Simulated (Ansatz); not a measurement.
# SiC (F-43m): zero-pressure volume and bulk modulus with r²SCAN + D4

The task here is to estimate one member of a computed series from the others.

The COD entry's cell or inner coordinates are ideal or old and differ from later refinements, so a difference from it is no clean test against experiment.

Computed with Ansatz 0.2.0 (DFT r²SCAN + D4, scalar-relativistic, plane waves, PAW, unless a step's input says otherwise).

1 further run of the same task is left out (set aside as unsound or not needed). Runs told in other sessions of the task aren't counted.

**Starting point**

Symmetry: F-43m, No. 216, cubic system. Conventional cell: a = 4.348 Å, b = 4.348 Å, c = 4.348 Å, α = 90.00°, β = 90.00°, γ = 90.00°. Si (site symmetry -43m) has 4 C at 1.88 Å in its first shell of neighbours. C (site symmetry -43m) has 4 Si at 1.88 Å in its first shell of neighbours.

Structure file:

```xyz
2
Lattice="0.0000 2.1740 2.1740 2.1740 0.0000 2.1740 2.1740 2.1740 0.0000" Properties=species:S:1:pos:R:3 pbc="T T T"
Si    0.0000    0.0000    0.0000
C     3.2610    3.2610    3.2610
```

An earlier run on this cell at PBE gave 4.84 GPa at 10.275 Å³/atom (10×10×10 mesh), mesh gap 1.35 eV. The cell is compressed at this level.

Set-up of the first run:

input.yaml reads:

```yaml
crystal:
  lattice:
    - [0.0, 2.1739983056, 2.1739983056]
    - [2.1739983056, 0.0, 2.1739983056]
    - [2.1739983056, 2.1739983056, 0.0]
  atoms:
    - { symbol: Si, position: [0.0, 0.0, 0.0] }
    - { symbol: C, position: [0.75, 0.75, 0.75] }
basis:
  ecutwfc: 500
  ecutrho_ratio: 4
kpoints:
  mp_grid: { grid: [10, 10, 10] }
hamiltonian:
  xc: r2scan
  dispersion: d4
scf:
  occupations: { method: gaussian, width: 0.05 }
output:
  forces: true
  stress: true
  eigenvalues: true
```

On the command line:

```console
ansatz run input.yaml --threads 4 --pin off --max-ram 8192MiB --backend cpu --events-out ev --progress --plain --runs-dir out
```

Steps of the session up to this table: At the given cell; Stepping to 10.234 Å³/atom; Stepping to 10.265 Å³/atom; Volume × 0.98 of the new zero; Volume × 1.02 of the new zero; Volume × 0.96 of the new zero; Volume × 1.04 of the new zero.

One of the session's tables, all rows but one given; the rest of the session is left out.

It belongs to the step «Energy and pressure against volume». 

| volume (Å³/atom) | energy (meV/atom) | pressure (GPa) |
| --- | --- | --- |
| 9.855 | 12.59 | 10.16 |
| 10.060 | ? | ? |
| 10.265 | 0.00 | 0.00 |
| 10.471 | 2.85 | -4.38 |
| 10.676 | 11.05 | -8.35 |

Estimate the missing values for volume (Å³/atom) = 10.060.

Worked estimate for «energy (meV/atom)». A straight line through the neighbours (9.855, 12.59) and (10.265, 0.00) gives 12.59 + (0.00 − 12.59) × (10.060 − 9.855) / (10.265 − 9.855) = 6.29; a parabola fitted to 3 rows on both sides gives 3.26.

The run gave: energy (meV/atom): 3.04; pressure (GPa): 4.83. In «energy (meV/atom)» the line misses by +3.25 and the parabola by +0.22.
